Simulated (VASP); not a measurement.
Te2Mo:

```
CELL_PARAMETERS angstrom
3.51820 0.00000 0.00000
-1.75910 3.04685 0.00000
0.00000 0.00000 13.97360
ATOMIC_POSITIONS crystal
Te 0.33333 0.66667 0.62100
Te 0.66667 0.33333 0.12100
Te 0.33333 0.66667 0.87900
Te 0.66667 0.33333 0.37900
Mo 0.33333 0.66667 0.25000
Mo 0.66667 0.33333 0.75000
```

* Program: VASP 6.6.1
* Task: relaxation of cell and atoms
* Functional: LDA
* Potentials or basis: VASP PAW LDA potentials, release 64 (Te, Mo_sv)
* Cutoff: 600 eV
* k mesh: 9 × 9 × 2
* Occupations: gaussian, width 0.03 eV
* Spin: no spin polarisation

At the start: pressure -2.8 GPa; volume 24.96 Å³/atom.

Question: Where does the relaxation end?

Answer: Over 14 steps the energy falls by 6.8 meV/atom and the volume is 24.01 Å³/atom (-3.8 %); space group P6_3/mmc (No. 194, to 0.05 Å).

Step by step:
```tsv
step	energy change (eV)	largest force (eV/Å)	pressure (GPa)	volume (Å³)
1	0.0000	0.2404	-2.81	149.79
2	0.0701	0.8880	5.25	140.50
3	-0.0332	0.1397	-0.14	146.34
4	-0.0332	0.1475	-0.09	146.27
5	-0.0381	0.0642	-0.03	145.56
6	-0.0383	0.0421	-0.02	145.37
7	-0.0389	0.0303	-0.06	145.28
8	-0.0399	0.0034	-0.22	145.01
9	-0.0399	0.0710	-0.51	144.48
10	-0.0403	0.0346	-0.35	144.77
11	-0.0405	0.0276	-0.30	144.64
12	-0.0409	0.0062	-0.12	144.27
13	-0.0406	0.0356	0.23	143.54
14	-0.0409	0.0065	-0.01	144.05
```

Final structure:
```
Te Mo
1.0
     3.47553    0.00000    0.00000
    -1.73776    3.00990    0.00000
     0.00000    0.00000   13.77047
Te Mo
4 2
Cartesian
  0.0000 2.0066 8.5294
  1.7378 1.0033 1.6442
  0.0000 2.0066 12.1263
  1.7378 1.0033 5.2411
  0.0000 2.0066 3.4426
  1.7378 1.0033 10.3279
```
